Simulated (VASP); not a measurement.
## VASP 6.6.1 run: Si

INCAR

```
NELM = 66
GGA = PE
NSW = 0
SIGMA = 0.02
LWAVE = .FALSE.
ISMEAR = -1
ISIF = 2
LCHARG = .FALSE.
IBRION = -1
ENCUT = 520
LASPH = .TRUE.
LREAL = .FALSE.
PREC = Accurate
EDIFF = 0.0001
NBANDS = 11
```

KPOINTS

```
KPOINTS created by Atomic Simulation Environment
0
Monkhorst-Pack
8 8 8
0 0 0
```

POSCAR

```
Si
 1.0000000000000000
    -0.1232188892000000    2.7350059511999998    2.7350059511999998
     2.7350059511999998   -0.1232188892000000    2.7350059511999998
     2.7350059511999998    2.7350059511999998   -0.1232188892000000
 Si
   2
Cartesian
 -0.0131897805859840 -0.0131897805859840 -0.0131897805859840
  1.3498880338859838  1.3498880338859838  1.3498880338859840
```

The recommended PBE PAW datasets give the neutral cell 8 valence electrons.

Command

```
mpirun -np 1 vasp_std
```

Q: How does this run end, and what does it give?

A: It converged. Results: gap between bands v and c on the k mesh 0.79 eV; least direct gap on the k mesh 2.04 eV; pressure -5.0 GPa; largest force 0.04 eV/Å. Band v is the last that the valence electrons fill when counted band by band, and c is the next.

OSZICAR

```
N       E                     dE             d eps       ncg     rms          rms(c)
DAV:   1     0.551768567833E+01    0.55177E+01   -0.30917E+03  1320   0.552E+02
DAV:   2    -0.103621886508E+02   -0.15880E+02   -0.14839E+02  1677   0.812E+01
DAV:   3    -0.108910145422E+02   -0.52883E+00   -0.52755E+00  1706   0.124E+01
DAV:   4    -0.108947214976E+02   -0.37070E-02   -0.37064E-02  1567   0.127E+00
DAV:   5    -0.108947617851E+02   -0.40287E-04   -0.40287E-04  1663   0.126E-01    0.436E+00
DAV:   6    -0.107939495445E+02    0.10081E+00   -0.58812E-02  1523   0.105E+00    0.263E+00
DAV:   7    -0.107472765099E+02    0.46673E-01   -0.11704E-01  1505   0.156E+00    0.165E-01
DAV:   8    -0.107485661621E+02   -0.12897E-02   -0.82823E-03  1490   0.517E-01    0.107E-01
DAV:   9    -0.107487258149E+02   -0.15965E-03   -0.26686E-04  1632   0.994E-02    0.673E-02
DAV:  10    -0.107487944116E+02   -0.68597E-04   -0.85121E-05  1438   0.487E-02
   1 F= -.10748794E+02 E0= -.10748794E+02  d E =-.584098E-10
```

Standard output (part)

```
POSCAR found type information on POSCAR Si
 POSCAR found :  1 types and       2 ions
 LDA part: xc-table for (Slater+PW92), standard interpolation
 POSCAR, INCAR and KPOINTS ok, starting setup
 WAVECAR not read
 entering main loop
```

These settings aren't sound, so the numbers aren't properties of the crystal. The shifted mesh misses Γ, so a band edge there is missed.

On sound settings PBE gives a gap of 0.31 eV on its mesh and a pressure of -5.0 GPa for the intended cell.
